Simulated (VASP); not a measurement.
# InSb (F-43m) in VASP: settings compared

One crystal, InSb, is run at these levels: HSE06, PBEsol, PBE0; tasks: band structure.

All numbers are computed with VASP 6.6.1; they aren't measurements. Logs are shortened: lines on timing, memory, paths and dates and some standing lists are left out, and cuts for length are marked.

**Experimental background.**

From “Electronic Structure and Epitaxy of CdTe Shells on InSb Nanowires”, 2021, arxiv:2111.05126, for a bulk crystal of InSb: band gap 0.24 eV.

How close the calculation comes is told below.

## (1) The structure

The structure is cubic, space group F-43m (No. 216). Conventional cell: a = 6.521 Å, b = 6.521 Å, c = 6.521 Å, α = 90.00°, β = 90.00°, γ = 90.00°. In (site symmetry -43m) is surrounded by 4 Sb at 2.82 Å. Around Sb (site symmetry -43m) lie 4 In at 2.82 Å.

## (2) Band structure, HSE06, spin-orbit coupling, no magnetisation

POSCAR reads:

```
InSb                                    
1.0
    0.0000000000      3.2603245804      3.2603245804
    3.2603245804      0.0000000000      3.2603245804
    3.2603245804      3.2603245804      0.0000000000
  In              Sb            
     1     1
Direct
     0.0000000000000000    0.0000000000000000    0.0000000000000000
     0.2500000000000000    0.2500000000000000    0.2500000000000000
```

INCAR.step1 reads:

```
PREC = Accurate
ENCUT = 520
EDIFF = 1E-5
ISMEAR = 0
SIGMA = 0.03
LREAL = False
LASPH = True
NELM = 80
ALGO = Normal
ISIF = 2
LWAVE = True
LCHARG = False
MAGMOM = 0 0 0 0 0 0
LORBIT = 11
LSORBIT = True
GGA_COMPAT = False
NBANDS = 32
KPAR = 2
GGA = PE
```

INCAR.step2 reads:

```
PREC = Accurate
ENCUT = 520
EDIFF = 1E-6
ISMEAR = 0
SIGMA = 0.03
LREAL = False
LASPH = True
NELM = 80
ALGO = Normal
ISIF = 2
LWAVE = False
LCHARG = False
MAGMOM = 0 0 0 0 0 0
LORBIT = 11
LSORBIT = True
GGA_COMPAT = False
GGA = PE
LHFCALC = True
HFSCREEN = 0.2
PRECFOCK = Fast
NBANDS = 32
KPAR = 2
ISTART = 1
```

KPOINTS reads:

```
Automatic mesh
0
Gamma
  4 4 4
```

KPOINTS_OPT reads:

```
explicit points
9
Reciprocal
 0.0000000000  0.0000000000  0.0000000000 1
 0.3750000000  0.3750000000  0.7500000000 1
 0.5000000000  0.5000000000  0.5000000000 1
 0.6250000000  0.2500000000  0.6250000000 1
 0.5000000000  0.2500000000  0.7500000000 1
 0.5000000000  0.0000000000  0.5000000000 1
 0.4000000000  0.0000000000  0.4000000000 1
 0.4250000000  0.0000000000  0.4250000000 1
 0.4500000000  0.0000000000  0.4500000000 1
```

Potentials or basis: VASP PAW PBE potentials, release 64 (In_d, Sb).

Command:

```
$ cat potpaw_PBE.64/In_d/POTCAR potpaw_PBE.64/Sb/POTCAR > POTCAR
$ cp INCAR.step1 INCAR
$ mpirun -np 2 vasp_ncl > vasp.out
$ cp INCAR.step2 INCAR
$ mpirun -np 2 vasp_ncl > vasp.out
```

OUTCAR:

```text
PREC = Accurate
   ENCUT = 520
   EDIFF = 1E-6
   ISMEAR = 0
   LREAL = False
   LASPH = True
   NELM = 80
   ISIF = 2
   LORBIT = 11
   LSORBIT = True
   GGA = PE
   LHFCALC = True
   HFSCREEN = 0.2
   PRECFOCK = Fast
   ISTART = 1

 ion  position               nearest neighbor table
   1  0.000  0.000  0.000-   2 2.82   2 2.82   2 2.82   2 2.82
   2  0.250  0.250  0.250-   1 2.82   1 2.82   1 2.82   1 2.82

  LATTYP: Found a face centered cubic cell.
 ALAT       =     6.5206491608

  Lattice vectors:

 A1 = (   0.0000000000,   3.2603245804,   3.2603245804)
 A2 = (   3.2603245804,   0.0000000000,   3.2603245804)
 A3 = (   3.2603245804,   3.2603245804,   0.0000000000)

Analysis of symmetry for initial positions (statically):
=====================================================================
 Subroutine PRICEL returns:
 Original cell was already a primitive cell.

 Routine SETGRP: Setting up the symmetry group for a
 face centered cubic supercell.

 Subroutine GETGRP returns: Found 24 space group operations
 (whereof 24 operations were pure point group operations)
 out of a pool of 48 trial point group operations.

The static configuration has the point symmetry T_d .

Analysis of symmetry for dynamics (positions and initial velocities):
=====================================================================
 Subroutine PRICEL returns:
 Original cell was already a primitive cell.

 Routine SETGRP: Setting up the symmetry group for a
 face centered cubic supercell.

 Subroutine GETGRP returns: Found 24 space group operations
 (whereof 24 operations were pure point group operations)
 out of a pool of 48 trial point group operations.

The dynamic configuration has the point symmetry T_d .

Analysis of structural, dynamic, and magnetic symmetry:
=====================================================================
 Subroutine PRICEL returns:
 Original cell was already a primitive cell.

 Routine SETGRP: Setting up the symmetry group for a
 face centered cubic supercell.

 Subroutine GETGRP returns: Found 24 space group operations
 (whereof 24 operations were pure point group operations)
 out of a pool of 48 trial point group operations.

The overall configuration has the point symmetry T_d .

 Subroutine INISYM returns: Found 24 space group operations
 (whereof 24 operations are pure point group operations),
 and found     1 'primitive' translations

----------------------------------------------------------------------------------------

                                     Primitive cell

  volume of cell :      69.3127

  direct lattice vectors                    reciprocal lattice vectors
     0.000000000  3.260324580  3.260324580    -0.153358964  0.153358964  0.153358964
     3.260324580  0.000000000  3.260324580     0.153358964 -0.153358964  0.153358964
     3.260324580  3.260324580  0.000000000     0.153358964  0.153358964 -0.153358964

  length of vectors
     4.610795239  4.610795239  4.610795239     0.265625517  0.265625517  0.265625517

  position of ions in fractional coordinates (direct lattice)
     0.000000000  0.000000000  0.000000000
     0.250000000  0.250000000  0.250000000

  ion indices of the primitive-cell ions
   primitive index   ion index
                 1           1
                 2           2

----------------------------------------------------------------------------------------

 KPOINTS: Automatic mesh

Automatic generation of k-mesh.
 Grid dimensions read from file:
 generate k-points for:    4    4    4

 Generating k-lattice:

  Cartesian coordinates                     Fractional coordinates (reciprocal lattice)
    -0.038339741  0.038339741  0.038339741     0.250000000  0.000000000  0.000000000
     0.038339741 -0.038339741  0.038339741     0.000000000  0.250000000  0.000000000
     0.038339741  0.038339741 -0.038339741     0.000000000  0.000000000  0.250000000

  Length of vectors
     0.066406379  0.066406379  0.066406379

  Shift w.r.t. Gamma in fractional coordinates (k-lattice)
     0.000000000  0.000000000  0.000000000

 Subroutine IBZKPT returns following result:
 ===========================================

 Found     10 irreducible k-points:

 Following reciprocal coordinates:
            Coordinates               Weight
[... 34 lines left out ...]
   ISIF   =      2    stress and relaxation
   ISYM   =      3    0-nonsym 1-usesym 2-fastsym
   POTIM  = 0.5000    time-step for ionic-motion
   TEBEG  =    0.0;   TEEND  =   0.0 temperature during run
   PSTRESS=    0.0 pullay stress
   NELECT =      18.0000    total number of electrons
   NUPDOWN=      -1.0000    fix difference up-down
   EMIN   =  10.00;   EMAX   =-10.00  energy-range for DOS
   EFERMI =   0.00;   METHOD = LEGACY
   ISMEAR =     0;   SIGMA  =   0.03  broadening in eV -4-tet -1-fermi 0-gaus
   EFERMI_NEDOS =   21; number of points for ismear=-14 and -15
   IALGO  =     38    algorithm
   IMIX   =      1    mixing-type and parameters
     AMIX     =   0.40;   BMIX     =  1.00
     AMIX_MAG =   1.60;   BMIX_MAG =  1.00
  volume/ion in A,a.u.               =      34.66       233.87
  Fermi-wavevector in a.u.,A,eV,Ry     =   1.044467  1.973757 14.842757  1.090912
  Thomas-Fermi vector in A             =   2.179221
   LORBIT       =     11    0 simple, 1 ext, 2 COOP (PROOUT), +10 PAW based schemes
   GGA     = PE    functional components
   LHFCALC =     T    Hartree Fock is set to
   PRECFOCK=fast      Normal, Fast or Accurate (Low or Medium for compatibility)
   ENCUT4O =  -1.0   cutoff for four orbital integrals eV
   NKREDX  =     1    reduce k-point grid by
   NKREDY  =     1    reduce k-point grid by
   NKREDZ  =     1    reduce k-point grid by
   AEXX    =    0.2500 exact exchange contribution
   HFSCREEN=    0.2000 screening length (either q_TF or 0.3 A-1)
   HFSCREENC=   0.2000 screening length for correlation (either q_TF or 0.3 A-1)
   ENCUTFOCK=  -1.0 apply spherical cutoff to Coloumb kernel
   IVDW    =     0    specifies the selected vdW correction
   LEPSILON=     F    determine dielectric tensor
   LRPA    =     F    only Hartree local field effects (RPA)
 Gauss-broadening in eV      SIGMA  =   0.03
  energy-cutoff  :      520.00
  volume of cell :       69.31
 maximum number of plane-waves:      3784
 NGX is ok and might be reduce to    36
  NGX = 20; NGY = 20; NGZ = 20

 number of electron      17.9999994 magnetization       0.0000000      0.0000000      0.0000000

 number of electron      17.9999994 magnetization       0.0000000     -0.0000000     -0.0000000

 number of electron      17.9999994 magnetization      -0.0000000     -0.0000000     -0.0000000

 Free energy of the ion-electron system (eV)
  ---------------------------------------------------
  ext. energy  EPLUGINS =         0.00000000
  ---------------------------------------------------
  free energy    TOTEN  =        -8.45975567 eV

  energy without entropy =       -8.45975566  energy(sigma->0) =       -8.45975566

 E-fermi :   4.8580     XC(G=0):  -7.1686

 val. band max:        4.7486140362   @ k =   0.0000   0.0000   0.0000
 cond. band min:       4.9646305186   @ k =   0.0000   0.0000   0.0000
 fundamental gap:      0.2160164824
 Fermi energy:         4.8580297129

 k-point     1 :       0.0000    0.0000    0.0000
  band No.  band energies     occupation
      1     -12.3555      1.00000
      2     -12.3555      1.00000
      3     -12.3555      1.00000
      4     -12.3555      1.00000
      5     -11.5066      1.00000
      6     -11.5066      1.00000
[... 319 lines left out ...]
     29      15.1479      0.00000
     30      15.3301      0.00000
 [bands above 30 left out]

------------------------ aborting loop because EDIFF is reached ----------------------------------------

  FORCE on cell =-STRESS in cart. coord.  units (eV):
  Direction    XX          YY          ZZ          XY          YZ          ZX
  --------------------------------------------------------------------------------------
  -------------------------------------------------------------------------------------
  Total        0.0908960      0.0908960      0.0908960      0.0000000      0.0000000     -0.0000000
  in kB        2.1010810      2.1010810      2.1010810      0.0000000      0.0000000     -0.0000000
  external PRESSURE =       2.1010810 kB  Pullay stress =       0.0000000 kB

 VOLUME and BASIS-vectors are now :
 -----------------------------------------------------------------------------
  energy-cutoff  :      520.00
  volume of cell :       69.31
      direct lattice vectors                 reciprocal lattice vectors
     0.000000000  3.260324580  3.260324580    -0.153358964  0.153358964  0.153358964
     3.260324580  0.000000000  3.260324580     0.153358964 -0.153358964  0.153358964
     3.260324580  3.260324580  0.000000000     0.153358964  0.153358964 -0.153358964

 POSITION                                       TOTAL-FORCE (eV/Angst)
 -----------------------------------------------------------------------------------
      0.00000      0.00000      0.00000        -0.000000     -0.000000     -0.000000
      1.63016      1.63016      1.63016         0.000000      0.000000      0.000000
 -----------------------------------------------------------------------------------
    total drift:                                0.000001     -0.000001      0.000001

  FREE ENERGIE OF THE ION-ELECTRON SYSTEM (eV)
  ---------------------------------------------------
  free  energy   TOTEN  =        -8.4597556657 eV

  energy  without entropy=       -8.4597556639  energy(sigma->0) =       -8.45975566

 Spin-Orbit-Coupling matrix elements

 Ion:    1  E_soc:     -0.0685730
 l=   1
     0.0000000    -0.0052960    -0.0052960
    -0.0052960     0.0000000    -0.0052960
    -0.0052960    -0.0052960     0.0000000
 l=   2
     0.0000000    -0.0012386     0.0000000    -0.0012386    -0.0048942
    -0.0012386     0.0000000    -0.0036707    -0.0012386    -0.0012236
     0.0000000    -0.0036707     0.0000000    -0.0036707     0.0000000
    -0.0012386    -0.0012386    -0.0036707     0.0000000    -0.0012236
    -0.0048942    -0.0012236     0.0000000    -0.0012236     0.0000000
 l=   3
     0.0000000     0.0000000     0.0000000     0.0000000     0.0000000     0.0000000     0.0000000
     0.0000000     0.0000000     0.0000000     0.0000000     0.0000000     0.0000000     0.0000000
     0.0000000     0.0000000     0.0000000     0.0000000     0.0000000     0.0000000     0.0000000
     0.0000000     0.0000000     0.0000000     0.0000000     0.0000000     0.0000000     0.0000000
     0.0000000     0.0000000     0.0000000     0.0000000     0.0000000     0.0000000     0.0000000
     0.0000000     0.0000000     0.0000000     0.0000000     0.0000000     0.0000000     0.0000000
     0.0000000     0.0000000     0.0000000     0.0000000     0.0000000     0.0000000     0.0000000

 Ion:    2  E_soc:     -0.1167020
 l=   1
     0.0000000    -0.0193528    -0.0193528
    -0.0193528     0.0000000    -0.0193528
    -0.0193528    -0.0193528     0.0000000
 l=   2
     0.0000000    -0.0000451     0.0000000    -0.0000451    -0.0000525
    -0.0000451     0.0000000    -0.0000393    -0.0000451    -0.0000131
     0.0000000    -0.0000393     0.0000000    -0.0000393     0.0000000
    -0.0000451    -0.0000451    -0.0000393     0.0000000    -0.0000131
    -0.0000525    -0.0000131     0.0000000    -0.0000131     0.0000000
 l=   3
     0.0000000     0.0000000     0.0000000     0.0000000     0.0000000     0.0000000     0.0000000
     0.0000000     0.0000000     0.0000000     0.0000000     0.0000000     0.0000000     0.0000000
     0.0000000     0.0000000     0.0000000     0.0000000     0.0000000     0.0000000     0.0000000
     0.0000000     0.0000000     0.0000000     0.0000000     0.0000000     0.0000000     0.0000000
     0.0000000     0.0000000     0.0000000     0.0000000     0.0000000     0.0000000     0.0000000
     0.0000000     0.0000000     0.0000000     0.0000000     0.0000000     0.0000000     0.0000000
     0.0000000     0.0000000     0.0000000     0.0000000     0.0000000     0.0000000     0.0000000

 total charge

# of ion       s       p       d       tot
------------------------------------------
    1        0.864   0.720   9.880  11.464
    2        1.133   1.559   0.020   2.712
--------------------------------------------------
tot          1.996   2.279   9.901  14.176

 magnetization (x)

# of ion       s       p       d       tot
------------------------------------------
    1        0.000   0.000  -0.000   0.000
    2        0.000  -0.000   0.000  -0.000
--------------------------------------------------
tot          0.000   0.000  -0.000   0.000

 magnetization (y)

# of ion       s       p       d       tot
------------------------------------------
    1        0.000   0.000   0.000   0.000
    2        0.000   0.000   0.000   0.000
--------------------------------------------------
tot          0.000   0.000   0.000   0.000

 magnetization (z)

# of ion       s       p       d       tot
------------------------------------------
    1        0.000   0.000  -0.000   0.000
    2       -0.000  -0.000   0.000  -0.000
--------------------------------------------------
tot         -0.000  -0.000  -0.000  -0.000
```

It took 16 min on 2 MPI ranks of Intel Xeon 6975P-C (Granite Rapids), shared host; peak memory 0.49 GiB.

What came out:

| Property | Result |
| --- | --- |
| Free energy | -8.4598 eV |
| Pressure | 0.2 GPa |
| Valence electrons inside the program's atomic spheres | In 11.46; Sb 2.71 |

Caveat: the k mesh is coarse (spacing up to 0.42 Å⁻¹), so the values aren't converged, least of all with exact exchange; the PAW data sets were made with another functional, which shifts forces and pressure a little.

## (3) Band structure, PBEsol

INCAR reads:

```
SYSTEM = InSb
ALGO     = Fast           ! electronic algorithm
EDIFF    = 1E-6           ! SCF threshold, eV
ENCUT    = 520            ! plane-wave cutoff, eV
GGA      = PS             ! functional
ISIF     = 2              ! what is computed and relaxed
ISMEAR   = 0              ! smearing method
LASPH    = .TRUE.         ! aspherical terms in the spheres
LCHARG   = .FALSE.        ! write CHGCAR
LREAL    = .FALSE.        ! projectors in reciprocal space
LWAVE    = .FALSE.        ! write WAVECAR
NBANDS   = 16             ! bands
NELM     = 80             ! most SCF steps
PREC     = Accurate       ! precision mode
SIGMA    = 0.03           ! smearing width, eV
```

KPOINTS reads:

```
k-points
0
G
  4 4 4
  0 0 0
```

POSCAR reads:

```
InSb                                    
1.0
    0.0000000000      3.2603245817      3.2603245817
    3.2603245817      0.0000000000      3.2603245817
    3.2603245817      3.2603245817      0.0000000000
  In              Sb            
     1     1
Direct
     0.0000000000000000    0.0000000000000000    0.0000000000000000
     0.2500000000000000    0.2500000000000000    0.2500000000000000
```

KPOINTS_OPT is that of step 2.

Potentials or basis: VASP PAW PBE potentials, release 64 (In_d, Sb).

Command:

```
$ cat potpaw_PBE.64/In_d/POTCAR potpaw_PBE.64/Sb/POTCAR > POTCAR
$ mpirun -np 1 vasp_std > vasp.out
```

OUTCAR:

```text
SYSTEM = InSb
   EDIFF = 1E-6
   ENCUT = 520
   GGA = PS
   ISIF = 2
   ISMEAR = 0
   LASPH = .TRUE.
   LREAL = .FALSE.
   NELM = 80
   PREC = Accurate

 ion  position               nearest neighbor table
   1  0.000  0.000  0.000-   2 2.82   2 2.82   2 2.82   2 2.82
   2  0.250  0.250  0.250-   1 2.82   1 2.82   1 2.82   1 2.82

  LATTYP: Found a face centered cubic cell.
 ALAT       =     6.5206491634

  Lattice vectors:

 A1 = (   0.0000000000,   3.2603245817,   3.2603245817)
 A2 = (   3.2603245817,   0.0000000000,   3.2603245817)
 A3 = (   3.2603245817,   3.2603245817,   0.0000000000)

Analysis of symmetry for initial positions (statically):
=====================================================================
 Subroutine PRICEL returns:
 Original cell was already a primitive cell.

 Routine SETGRP: Setting up the symmetry group for a
 face centered cubic supercell.

 Subroutine GETGRP returns: Found 24 space group operations
 (whereof 24 operations were pure point group operations)
 out of a pool of 48 trial point group operations.

The static configuration has the point symmetry T_d .

Analysis of symmetry for dynamics (positions and initial velocities):
[... 146 lines left out ...]

 val. band max:        4.8003607198   @ k =   0.0000   0.0000   0.0000
 cond. band min:       5.2247382063   @ k =   0.5000   0.0000   0.0000
 fundamental gap:      0.4243774865
 Fermi energy:         4.8094977771

 k-point     1 :       0.0000    0.0000    0.0000
  band No.  band energies     occupation
      1      -9.7298      2.00000
      2      -9.7298      2.00000
      3      -9.7298      2.00000
      4      -9.6500      2.00000
      5      -9.6500      2.00000
      6      -5.8279      2.00000
[... 129 lines left out ...]
      3      -9.6907      2.00000
      4      -9.6589      2.00000
      5      -9.6477      2.00000
      6      -3.8671      2.00000
[... 8 lines left out ...]
     15      14.4630      0.00000
     16      15.1325      0.00000

------------------------ aborting loop because EDIFF is reached ----------------------------------------

  FORCE on cell =-STRESS in cart. coord.  units (eV):
  Direction    XX          YY          ZZ          XY          YZ          ZX
  --------------------------------------------------------------------------------------
  -------------------------------------------------------------------------------------
  Total        0.2244561      0.2244561      0.2244561     -0.0000000     -0.0000000      0.0000000
  in kB        5.1883525      5.1883525      5.1883525     -0.0000000     -0.0000000      0.0000000
  external PRESSURE =       5.1883525 kB  Pullay stress =       0.0000000 kB

 VOLUME and BASIS-vectors are now :
 -----------------------------------------------------------------------------
  energy-cutoff  :      520.00
  volume of cell :       69.31
      direct lattice vectors                 reciprocal lattice vectors
     0.000000000  3.260324582  3.260324582    -0.153358964  0.153358964  0.153358964
     3.260324582  0.000000000  3.260324582     0.153358964 -0.153358964  0.153358964
     3.260324582  3.260324582  0.000000000     0.153358964  0.153358964 -0.153358964

 POSITION                                       TOTAL-FORCE (eV/Angst)
 -----------------------------------------------------------------------------------
      0.00000      0.00000      0.00000        -0.000000     -0.000000     -0.000000
      1.63016      1.63016      1.63016         0.000000      0.000000      0.000000
 -----------------------------------------------------------------------------------
    total drift:                               -0.000000     -0.000000     -0.000000

  FREE ENERGIE OF THE ION-ELECTRON SYSTEM (eV)
  ---------------------------------------------------
  free  energy   TOTEN  =        -7.5482604378 eV

  energy  without entropy=       -7.5475373332  energy(sigma->0) =       -7.54789889
```

Wall time 22 s (1 thread of Intel Xeon Platinum 8488C (Sapphire Rapids), shared host); peak memory 0.2 GiB.

What came out:

```yaml
Free_energy: -7.5483 eV
Pressure: 0.5 GPa
Band_gap_along_the_path: none (metal or under the smearing width)
```

Caveat: the k mesh is coarse (spacing up to 0.42 Å⁻¹), so the values aren't converged; the PAW data sets were made with another functional, which shifts forces and pressure a little; spin-orbit coupling is left out, which moves the levels of the heavy elements; this crystal is a semiconductor, whose small gap the functional closes, so the metal is an error of the method.

(Part 1 of 2 ends here.)
